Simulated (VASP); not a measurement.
The system is AlAu.

```
Au Al
1.0
     3.22394    0.00000    0.00000
     0.00000    3.22394    0.00000
     0.00000    0.00000    3.22394
Au Al
1 1
Cartesian
  1.6120 1.6120 1.6120
  0.0000 0.0000 0.0000
```

The cell comes from a database or a generator and needn't be the stable form of this composition.

| Quantity | Value |
| --- | --- |
| Program | VASP 6.6.1 |
| Task | single point |
| Functional | PBEsol |
| Potentials or basis | VASP PAW PBE potentials, release 64 (Au, Al) |
| Cutoff | 520 eV |
| k mesh | 8 × 8 × 8 |
| Occupations | fermi-dirac, width 0.05 eV |
| Spin | no spin polarisation |

On this cell: pressure -5.3 GPa; largest force zero by symmetry; band gap on the k mesh none (metal or under the smearing width).

The same run follows on a disturbed copy (atoms moved at random, drawn with an rms of 0.05 Å):

```xyz
2
Lattice="3.2239 0.0000 0.0000 0.0000 3.2239 0.0000 0.0000 0.0000 3.2239" Properties=species:S:1:pos:R:3 pbc="T T T"
Au    1.5868    1.6023    1.5931
Al   -0.0185    0.0283    0.0317
```

Problem. What does the disturbed cell give?

Solution. The energy (extrapolated to zero smearing) moves by +1.4 meV/atom; pressure -5.2 GPa; largest force 0.089 eV/Å; band gap on the k mesh none (metal or under the smearing width).

Forces on the atoms (eV/Å):
```
Au   0.010  0.054  0.070
Al  -0.010 -0.054 -0.070
```

Stress tensor (GPa, compression positive):
```
-5.14  0.02  0.02
 0.02 -5.18  0.12
 0.02  0.12 -5.21
```

Caveats: the PAW data sets were made with another functional, which shifts forces and pressure a little.
